## Question

Cobalt atoms sit on a cubic Laves-type lattice with six atoms in the repeated cell. The table gives the pressure and the magnetic moment of this cell at five volumes, calculated with density-functional theory. Predict both quantities for the two denser cells, with an error range for each, and explain the physics behind the forecast.

Cobalt in a six-atom cell (space group Fd-3m) at several fixed volumes, calculated with GPAW 26.7.0 and the PBEsol functional. The spins are collinear with a ferromagnetic start, without spin–orbit coupling. All runs use PAW data sets, a plane-wave cutoff of 600 eV, a 7 × 7 × 7 k mesh and Fermi–Dirac smearing of 0.05 eV.

| volume (Å³/atom) | shortest distance (Å) | pressure (GPa) | cell moment (μB) |
| --- | --- | --- | --- |
| 9.822 | 2.184 | ? | ? |
| 10.449 | 2.230 | ? | ? |
| 10.772 | 2.252 | 4.33 | 9.760 |
| 11.101 | 2.275 | -2.64 | 9.870 |
| 11.438 | 2.298 | -8.51 | 10.020 |
| 11.781 | 2.321 | -13.26 | 10.270 |
| 12.488 | 2.366 | -20.43 | 10.890 |

Pressure is positive when the cell pushes outwards and negative when it is under tension. The cell moment, in Bohr magnetons (μB), is the net spin moment of the whole six-atom cell.

## Model answer

**Why the pressure rises.** Two tendencies compete in a metal such as cobalt. Bonding, mainly through the d electrons, pulls the atoms together. Confining the electrons in less space raises their kinetic energy, all the more as the filled ion cores take up a growing share of that space, and this pushes outwards. The push grows faster than the pull when the atoms approach, so each further step of compression costs more than the last.

The known rows show this stiffening. The bulk modulus, which is the pressure needed per fractional loss of volume, is about 123 GPa between the two largest cells. It is about 232 GPa between the two smallest known ones. A straight line through those two smallest cells ignores further stiffening and gives only 24.5 GPa at 9.822 Å³/atom, which should be too low.

**A curve that stiffens.** The Birch–Murnaghan equation expands the energy in powers of the strain and takes the slope with volume. With V the volume, V₀ the volume at zero pressure and z = (V₀/V)^(1/3), its third-order form is

P = a(z⁷ − z⁵) + b(z⁷ − z⁵)(z² − 1).

A fit to the five known pressures gives V₀ = 10.97 Å³/atom, a = 341.3 GPa and b = 429.7 GPa. Three constants on five rows leave little room for a test, so the real test is the forecast. For the densest cell, V = 9.822 Å³/atom:

- V₀/V = 10.97/9.822 = 1.117, hence z⁷ − z⁵ = 0.092 and z² − 1 = 0.0765
- first term: 341.3 × 0.092 = 31.4 GPa
- second term: 429.7 × 0.092 × 0.0765 = 3.0 GPa
- sum: 34.4 GPa

**Why the moment falls on compression.** A moment forms when electrons move from one spin direction to the other. This gains exchange energy but forces electrons into higher band levels. Squeezing the atoms together broadens the d bands, so the same transfer costs more and the moment shrinks. Compression also raises the outer s and p levels relative to the d levels; electrons then drain into d states and fill some of the holes that carry the moment.

Theory supports both causes, but the table can't separate them, because band widths and d occupations are not given. What it does show is a response that weakens towards small volume. I therefore draw a straight line through the three densest known moments only. The two most expanded cells respond more steeply and would make the forecast fall too fast.

**Forecasts.** The ranges are judgements, not statistical errors.

| Volume (Å³/atom) | Pressure (GPa) | Cell moment (μB) |
|---|---|---|
| 10.449 | 12.7 ± 0.6 | 9.63 ± 0.10 |
| 9.822 | 34.4 ± 3 | 9.4 ± 0.3 |

Both cells should stay ferromagnetic, with no collapse of the moment. If the pressure misses, it is likelier to be too high than too low. A moment that adjusts to the volume makes a crystal softer than one frozen at its equilibrium value, since the adjustment lowers the energy of both the squeezed and the stretched cell. Where the moment changes most with volume, in the expanded cells, this softening is probably strongest, and the fit would then mistake part of it for ordinary stiffening.

## Computed values

The withheld rows as computed:

| volume (Å³/atom) | shortest distance (Å) | pressure (GPa) | cell moment (μB) |
| --- | --- | --- | --- |
| 9.822 | 2.184 | 32.54 | 9.380 |
| 10.449 | 2.230 | 12.43 | 9.650 |

All four values lie within their ranges. The pressure forecasts are too high by 0.3 GPa and 1.9 GPa, or about 2% and 6% of the computed values. The straight line without stiffening falls short by 8 GPa in the densest cell, a quarter of the computed pressure.

The larger miss is not mere scatter in the fit: the printed errors of a and b each move this forecast by only about 0.2 GPa. The shape of the curve is the likelier cause. It was fixed largely by cells under tension and need not hold so far into compression. Without the 3.0 GPa of the second term the forecast would have been 31.4 GPa, which is too low; with it, the forecast is too high. With the first term as fitted, the correction has the right sign but is too large. Magnetic softening of the expanded cells could produce an error in this direction, and so could ending the expansion after its second term. Calculations with a frozen moment would test the magnetic cause.

The moments are 9.65 and 9.38 μB, and neither cell shows a collapse. The close hit in the densest cell owes something to cancellation. The computed moment first falls more slowly than the line and then slightly faster, so the two deviations nearly compensate. Deviations this small could also come from the k mesh, which was not tested. Only ferromagnetic starts are documented, so other spin orders remain untested.

## Remarks on the reasoning

**The nearer cell could not test the moment model.** A curve that continued the flattening would have given 9.69 μB at 10.449 Å³/atom, also close to the computed value. At 9.822 Å³/atom it would have given 9.64 μB, which is 0.26 μB too high. Only the farther cell shows clearly that the fall does not level off.

**The line is a local description.** It was drawn for the dense end and fails at the other. In the most expanded cell it underestimates the moment by 0.47 μB. Expansion leads towards free atoms, whose moments are larger, but why the response steepens just here remains open.

**Stiffening does not need magnetism.** Copper, with its d shell practically full, has no moment to lose, yet it also becomes harder to compress as it is squeezed. For a neighbouring metal one can therefore expect the upward-curving pressure in any case. Magnetism adds a softening where the moment responds strongly to volume.

**The zero of pressure is less certain than the trend.** Pressures derived from energy differences between the known cells lie 1.0 to 1.4 GPa above the printed ones. A plane-wave basis with a fixed cutoff can cause such an offset, though no run with another cutoff is available to confirm it. With a bulk modulus near 230 GPa, the offset shifts the zero-pressure volume by about half a percent. Ordinary cobalt has a different, close-packed structure, so these pressures do not describe it.

The printed output below lists the fits and the local responses between neighbouring cells.

Numerical output:

```
fit of pressure on 5 rows: coefficient of (s/vol)**(7/3) - (s/vol)**(5/3) 341.3 +/- 1.7, coefficient of ((s/vol)**(7/3) - (s/vol)**(5/3))*((s/vol)**(2/3) - 1) 429.7 +/- 24, s 10.97; rms 0.0303, worst 10.772 -0.0426, leave-one-out rms 0.101
  rows outside the fit (model, value, miss): 9.822 34.28, 32.54, 1.74; 10.449 12.62, 12.43, 0.189
Bulk modulus at zero pressure from the fit (GPa): 227.5
Part of the forecast pressure from the third-order term, two withheld rows (GPa): 3.003, 0.4999
Straight-line pressure without stiffening, two withheld rows (GPa): 24.46, 11.17
Half-width of the pressure forecast, two withheld rows (GPa): 0.6, 3
fit of cell_moment on 3 rows (vol < 11.5): constant 5.546 +/- 0.36, coefficient of vol 0.3906 +/- 0.032; rms 0.00869, worst 11.101 0.0123, leave-one-out rms 0.0319
  rows outside the fit (model, value, miss): 9.822 9.383, 9.38, 0.0027; 10.449 9.628, 9.65, -0.0224; 11.781 10.15, 10.27, -0.122; 12.488 10.42, 10.89, -0.466
Half-width of the moment forecast, two withheld rows (Bohr magneton per cell): 0.1, 0.3
Rival moment with continued flattening, two withheld rows (Bohr magneton per cell): 9.644, 9.687
Pressure from energy differences less mean printed pressure, four known intervals (GPa): 1.354, 1.244, 1.213, 1.017
Local response between each row and the next denser one:
     row  bulk modulus (GPa)  moment slope (Bohr magneton per cell per A3/atom)  moment per atom (Bohr magneton)
   9.822                 n/a                                                n/a                            1.563
  10.449               325.1                                             0.4306                            1.608
  10.772               266.1                                             0.3406                            1.627
  11.101               231.7                                             0.3343                            1.645
  11.438               196.3                                             0.4451                             1.67
  11.781               160.8                                             0.7289                            1.712
  12.488               123.1                                             0.8769                            1.815
```
